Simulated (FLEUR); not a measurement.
# Tm (Im-3m) in FLEUR: single point with PBE

Aim: the single point of Tm with PBE.

All numbers are computed with FLEUR MaX-R8.1 (later development tree); they aren't measurements. Logs are shortened: lines on timing, memory, paths and dates and some standing lists are left out, and cuts for length are marked.

### Step 1. The crystal as given

It takes space group Im-3m (No. 229, cubic). Conventional cell: a = 3.941 Å, b = 3.941 Å, c = 3.941 Å, α = 90.00°, β = 90.00°, γ = 90.00°. Tm (site symmetry m-3m) has 8 Tm at 3.41 Å as nearest neighbours.

This isn't the form of Tm at room conditions, which is hcp.

### Step 2. Single point, PBE, collinear spin, ferromagnetic start

inp.xml

```xml
<?xml version="1.0" encoding="UTF-8" standalone="no"?>
<fleurInput fleurInputVersion="0.39">
   <comment>
      Tm                                                                                                  
   </comment>
   <calculationSetup>
      <cutoffs Kmax="4.1" Gmax="12.7" GmaxXC="12.7" numbands="0"/>
      <scfLoop itmax="60" minDistance="0.00001" maxIterBroyd="15" imix="Anderson" alpha="0.05" precondParam="0.0" spinf="2.0" sdNocoIR="T"/>
      <coreElectrons ctail="T" frcor="F" kcrel="0" coretail_lmax="0"/>
      <xcFunctional name="pbe" relativisticCorrections="F"/>
      <magnetism jspins="2"/>
      <soc l_soc="F" theta="0.0" phi="0.0" spav="F"/>
      <expertModes spex="0" secvar="F"/>
      <geometryOptimization l_f="T" forcealpha="1.0" forcemix="BFGS" epsdisp="0.0005" epsforce="0.0002"/>
      <ldaU l_linMix="F" mixParam="0.05" spinf="1.0"/>
   </calculationSetup>
   <cell>
      <bzIntegration valenceElectrons="23.0" mode="hist" fermiSmearingEnergy="0.00183747">
         <kPointListSelection listName="default-1"/>
         <!-- k-points included here -->
         <xi:include xmlns:xi="http://www.w3.org/2001/XInclude" href="kpts.xml"> </xi:include>
      </bzIntegration>
      <!-- symmetry operations included here -->
      <xi:include xmlns:xi="http://www.w3.org/2001/XInclude" href="sym.xml"> </xi:include>
      <bulkLattice scale="1.0">
         <bravaisMatrix>
            <row-1>   -3.7237997152419631     3.7237997152419631     3.7237997152419631</row-1>
            <row-2>    3.7237997152419631    -3.7237997152419631     3.7237997152419631</row-2>
            <row-3>    3.7237997152419631     3.7237997152419631    -3.7237997152419631</row-3>
         </bravaisMatrix>
      </bulkLattice>
   </cell>
   <atomSpecies>
      <species name="Thulium (T3.500" element="Tm" atomicNumber="69">
         <mtSphere radius="2.66" gridPoints="879" logIncrement="0.015"/>
         <atomicCutoffs lmax="10" lnonsphr="10"/>
         <electronConfig flipSpins="F">
            <coreConfig>(1s1/2) (2s1/2) (2p1/2) (2p3/2) (3s1/2) (3p1/2) (3p3/2) (4s1/2) (3d3/2) (3d5/2) (4p1/2) (4p3/2) (4d3/2) (4d5/2)</coreConfig>
            <valenceConfig>(5s1/2) (5p1/2) (5p3/2) (6s1/2) (4f5/2) (4f7/2)</valenceConfig>
            <stateOccupation state="(4f5/2)" spinUp="3.0" spinDown="2.5714285714286"/>
            <stateOccupation state="(4f7/2)" spinUp="4.0" spinDown="3.4285714285714"/>
         </electronConfig>
         <energyParameters s="6" p="5" d="5" f="4"/>
         <lo type="SCLO" l="0" n="5" eDeriv="0"/>
         <lo type="HELO" l="1" n="6" eDeriv="0"/>
         <lo type="HELO" l="1" n="6" eDeriv="1"/>
         <lo type="SCLO" l="2" n="5" eDeriv="2"/>
         <lo type="SCLO" l="3" n="4" eDeriv="2"/>
      </species>
   </atomSpecies>
   <atomGroups>
      <atomGroup species="Thulium (T3.500">
         <relPos label="                   1">.0000000000 .0000000000 .0000000000</relPos>
         <force calculate="T" relaxXYZ="TTT"/>
      </atomGroup>
   </atomGroups>
   <output dos="F" band="F" slice="F">
      <checks vchk="F" cdinf="F"/>
      <bandDOS minEnergy="-.5*Htr" maxEnergy="0.5*Htr" sigma="0.015" storeEVData="T"/>
      <vacuumDOS vacdos="F" integ="F" star="F" nstars="0" locx1="0.0" locy1="0.0" locx2="0.0" locy2="0.0" nstm="0" tworkf="0.0"/>
      <unfoldingBand unfoldBand="F" supercellX="1" supercellY="1" supercellZ="1"/>
      <plotting iplot="0" polar="F">
         <plot TwoD="T" vec1="  1.0  0.0  0.0" vec2="  0.0  1.0  0.0" vec3="  0.0  0.0  1.0" zero="  0.0  0.0  0.0" file="plot"/>
      </plotting>
      <chargeDensitySlicing numkpt="0" minEigenval="0.0" maxEigenval="0.0" nnne="0" pallst="F"/>
      <specialOutput eonly="F"/>
      <moessbauerParams electricFieldGradient="T" isomerShift="T" coreHyperfine="T" valenceHyperfine="T"/>
      <magneticCircularDichroism mcd="F" energyLo="-10.0" energyUp="0.0"/>
   </output>
  <!-- We include the file relax.xml here to enable relaxations (see documentation) -->
  <xi:include xmlns:xi="http://www.w3.org/2001/XInclude" href="relax.xml"> <xi:fallback/> </xi:include>
</fleurInput>
```

crystal.txt

```
Tm
&input cartesian=F /
-1.9705499473  1.9705499473  1.9705499473
1.9705499473  -1.9705499473  1.9705499473
1.9705499473  1.9705499473  -1.9705499473
1.8897261246
1.0 1.0 1.0

1
69 0.0000000000  0.0000000000  0.0000000000 : 3.500

&kpt div1=10 div2=10 div3=10 gamma=T /
```

Potentials or basis: all-electron, FLAPW.

Launch:

```
$ inpgen -f crystal.txt -profile fastHighL
$ # inp.xml edited to the form shown
$ fleur_MPI
```

What it wrote:

```text
Welcome to FLEUR        (www.flapw.de)
      MaX-Release 8.1          (www.max-centre.eu)

 ========== k-point set info ==========
 Selected k-point list: default-1
 k-point list type: mesh
 10 x 10 x 10
 Number of k points: 47

 ------------Calculation Setup---------------------------
 Number of MPI-tasks      :            1
 Number of PE/node        :            1
 Number of OMP-threads    :            1
 Most efficient MPI parallelization for:
           1          47
 Additional eigenvalue parallelization possible
 Number of basis functions:          285
 Approximate size of matrices (H+S) per k-point:         0.001 GB
 --------------------------------------------------------
 Iteration:     1   Distance:     112.10587238 me/bohr^3
 Iteration:     2   Distance:      31.00961673 me/bohr^3
 Iteration:     3   Distance:      10.00125047 me/bohr^3
 Iteration:     4   Distance:      14.77286327 me/bohr^3
 Iteration:     5   Distance:      15.46129760 me/bohr^3
 Iteration:     6   Distance:      12.70034884 me/bohr^3
 Iteration:     7   Distance:      14.52589123 me/bohr^3
 Iteration:     8   Distance:      12.32325207 me/bohr^3
 Iteration:     9   Distance:       5.28077577 me/bohr^3
 Iteration:    10   Distance:       3.32549432 me/bohr^3
 Iteration:    11   Distance:       1.63119051 me/bohr^3
 Iteration:    12   Distance:       1.33507766 me/bohr^3
 Iteration:    13   Distance:       2.10679182 me/bohr^3
 Iteration:    14   Distance:       0.53758549 me/bohr^3
 Iteration:    15   Distance:       0.63949810 me/bohr^3
 Iteration:    16   Distance:       0.62886456 me/bohr^3
 Iteration:    17   Distance:       0.64550925 me/bohr^3
 Iteration:    18   Distance:       0.33686421 me/bohr^3
 Iteration:    19   Distance:       0.17592112 me/bohr^3
 Iteration:    20   Distance:       0.04354671 me/bohr^3
 Iteration:    21   Distance:       0.06295405 me/bohr^3
 Iteration:    22   Distance:       0.04249123 me/bohr^3
 Iteration:    23   Distance:       0.01506836 me/bohr^3
 Iteration:    24   Distance:       0.01649398 me/bohr^3
 Iteration:    25   Distance:       0.00161096 me/bohr^3
 Iteration:    26   Distance:       0.00206016 me/bohr^3
 Iteration:    27   Distance:       0.00027083 me/bohr^3
 Iteration:    28   Distance:       0.00006347 me/bohr^3
 Iteration:    29   Distance:       0.00007204 me/bohr^3
 Iteration:    30   Distance:       0.00007084 me/bohr^3
 Iteration:    31   Distance:       0.00007045 me/bohr^3
 Iteration:    32   Distance:       0.00007070 me/bohr^3
 Iteration:    33   Distance:       0.00000324 me/bohr^3

 ********************************************************************
 Run finished successfully
 Stop message:
   Structural relaxation: Done
 ********************************************************************
```

Run time: 2.8 min. Hardware: 1 thread of Arm Neoverse V2, shared host; peak memory 0.08 GiB.

Results:

* Free energy: -369589.4521 eV
* Band gap on the k mesh: none (metal or under the smearing width)
* Net moment: 1.11 μB per cell
* Site moments: Tm +1.18 μB
* Valence electrons inside the program's atomic spheres: Tm 21.11 (radii Tm 2.66 bohr)

Core levels (eV from the Fermi level):
| atom | levels |
| --- | --- |
| 1 Tm | 1s1/2 -59217.3, 2s1/2 -9983.2, 2p1/2 -9514.4, 2p3/2 -8534.2, 3s1/2 -2242.5, 3p1/2 -2036.4, 3p3/2 -1829.5, 4s1/2 -440.6, 3d3/2 -1478.3, 3d5/2 -1433.1, 4p1/2 -357.8, 4p3/2 -311.0, 4d3/2 -174.8, 4d5/2 -166.3 |

Caveat: the magnetic or orbital state may not be the lowest; spin-orbit coupling is left out, which moves the levels of the heavy elements.
